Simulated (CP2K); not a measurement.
**WS2: equation of state with PBEsol**

WS2, a slab with vacuum:

```
CELL_PARAMETERS angstrom
3.18352 0.00000 0.00000
-1.59176 2.75701 0.00000
0.00000 0.00000 16.95058
ATOMIC_POSITIONS crystal
W 0.00000 0.00000 0.00000
S 0.33333 0.66667 0.09200
S 0.33333 0.66667 0.90800
```

```json
{
 "Program": "CP2K 2026.2",
 "Task": "equation of state",
 "Functional": "PBEsol",
 "Potentials or basis": "POTENTIAL_UZH W GTH-PBE-q14, S GTH-PBE-q6; TZVP-MOLOPT-PBE-GTH basis",
 "Density cutoff": "6123 eV",
 "k mesh": "10 × 10 × 2",
 "Occupations": "fermi-dirac, width 0.05 eV",
 "Spin": "no spin polarisation",
 "SCF solver": "diagonalisation with k points",
 "Quickstep method": "GPW",
 "EPS_DEFAULT": "1.0E-10",
 "EPS_SCF": "1.0E-6",
 "MAX_SCF": "100",
 "SCF_GUESS": "ATOMIC",
 "k points reduced by the point group": "yes",
 "Mesh centred on Gamma": "yes",
 "CHOLESKY": "OFF",
 "EPS_EIGVAL": "1.0E-7",
 "MIXING METHOD": "BROYDEN_MIXING",
 "MIXING ALPHA": "0.4",
 "NBUFFER": "8",
 "NGRIDS": "5",
 "Basis sets": "W TZVP-MOLOPT-PBE-GTH-q14, S TZVP-MOLOPT-PBE-GTH-q6",
 "Potentials": "W GTH-PBE-q14 of POTENTIAL_UZH, S GTH-PBE-q6 of POTENTIAL_UZH",
 "ADDED_MOS": "[15]",
 "REL_CUTOFF (Ry)": "60 Ry",
 "MIXING BETA (1/bohr)": "1.5 1/bohr",
 "CUTOFF of the grids": "450 Ry"
}
```

```
Equilibrium volume                        : 48.86 Å³/atom
Bulk modulus at fixed shape and positions : 61 GPa
Pressure derivative of the bulk modulus   : 4.4
```

Energy against volume, from the lowest point:
| volume (Å³/atom) | energy (meV/atom) |
| --- | --- |
| 46.616 | 20.96 |
| 47.608 | 6.09 |
| 48.600 | 0.00 |
| 49.592 | 1.78 |
| 50.583 | 10.62 |
| 51.575 | 25.79 |
| 52.567 | 46.65 |

All runs of the series together: 3 min on 1 thread of Intel(R) Xeon(R) 6975P-C (Granite Rapids), on a shared host.

Caveat: the cell was scaled at fixed shape and fractional positions, which overstates the stiffness of a crystal with free parameters, most of all of layers and chains; the potentials were made for another functional, which shifts forces and pressure; the basis of atomic orbitals isn't converged, which shifts pressures, moduli and gaps. Spin-orbit coupling is left out, which matters for the levels of W.
